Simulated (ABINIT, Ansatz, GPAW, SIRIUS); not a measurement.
# Ge: programs and potentials compared

```xyz
2
Lattice="1.4881 -2.5947 0.0000 1.4881 2.5947 0.0000 0.0000 0.0000 4.7276" Properties=species:S:1:pos:R:3 pbc="T T T"
Ge    1.4977    0.9140    1.1971
Ge    1.5104   -0.8905    3.5233
```

This isn't the form of Ge at room conditions, which is diamond.

Atoms were shifted at random by some hundredths of an Å from the given cell, which wasn't relaxed again for these runs.

Alike in all runs: task single point; functional PBEsol; k mesh 10 × 10 × 6; occupations fermi-dirac, width 0.05 eV; no spin polarisation; no spin-orbit coupling. A missing gap at this level doesn't show that the real crystal is a metal. Pressure is positive in compression and, in plane waves, holds the error of the finite cutoff.

| program and potentials | plane-wave cutoff (eV) | notes | band gap (eV) | pressure (GPa) |
| --- | --- | --- | --- | --- |
| SIRIUS, PseudoDojo 0.4.1 PBEsol standard (scalar relativistic) | 1078 | 14 valence electrons an atom on average | no gap | 0.60 |
| GPAW, PAW data sets generated for this functional | 600 | 4 valence electrons an atom on average | no gap | 0.23 |
| ABINIT, PseudoDojo NC SR PBEsol v0.4.1 standard | 1061 | 14 valence electrons an atom on average | no gap | 0.57 |
| Ansatz, all-electron LAPW, scalar-relativistic | - | - | ? | ? |

**Question.** Estimate from the other rows what the run with Ansatz, all-electron LAPW, scalar-relativistic gave.

**Answer.** No band gap; pressure 0.59 GPa. The other rows, which needn't bracket it: pressure 0.23 to 0.60.
